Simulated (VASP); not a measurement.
A run of VASP 6.6.1:

File INCAR:

```
PREC = Accurate
ENCUT = 520
EDIFF = 1E-6
ISMEAR = -1
SIGMA = 0.05
LREAL = Auto
LASPH = T
NELM = 100
ALGO = Normal
ISIF = 2
LWAVE = F
LCHARG = F
GGA = PE
IVDW = 12
NBANDS = 46
```

KPOINTS

```
regular mesh
0
Gamma
  1 1 1
```

Contents of POSCAR:

```
HF
1.0
    6.4792240000      0.0000000000      0.0000000000
    0.0000000000      6.4792240000      0.0000000000
    0.0000000000      0.0000000000      6.4792240000
F H
8 8
Direct
    0.8222743958      0.3147290478      0.3584688537
    0.4761835677      0.3232794545      0.4306379900
    0.5281033655      1.1295951490      0.9636339167
    1.1561878398      0.4748562482      0.4795636021
    0.3578206279      0.6221578387      0.7974257411
    0.0344177019      0.0490953855      0.9103867994
    0.9615657678      0.8251451100      0.2177112568
   -0.1175449406     -0.1904703403      0.6531183364
    0.6725959775      0.3202080990      0.3480972413
    0.3555827056      0.4196644536      0.4124568004
    0.3911579535      1.1519435043      0.9232432773
    1.0166340907      0.4413028474      0.4315485929
    0.3802307190      0.7540872179      0.8664926541
   -0.0462555392     -0.0488484423      0.8214872645
    0.9832504633      0.9424276734      0.1285956466
   -0.1181159966     -0.2184366523      0.5128237579
```

Potentials or basis: VASP PAW PBE potentials, release 64 (F, H).

Run with:

```sh
$ cat potpaw_PBE.64/F/POTCAR potpaw_PBE.64/H/POTCAR > POTCAR
$ mpirun -np 1 vasp_gam > vasp.out
```

Hardware: 1 thread of Intel(R) Xeon(R) Platinum 8488C (Sapphire Rapids), with other jobs on the host.

Task: How long does it take, and how much memory?

Result: It took 28 s on 1 thread of Intel(R) Xeon(R) Platinum 8488C (Sapphire Rapids) (shared host), peak memory 0.29 GiB. Counts: scf iterations 16, k points 1.
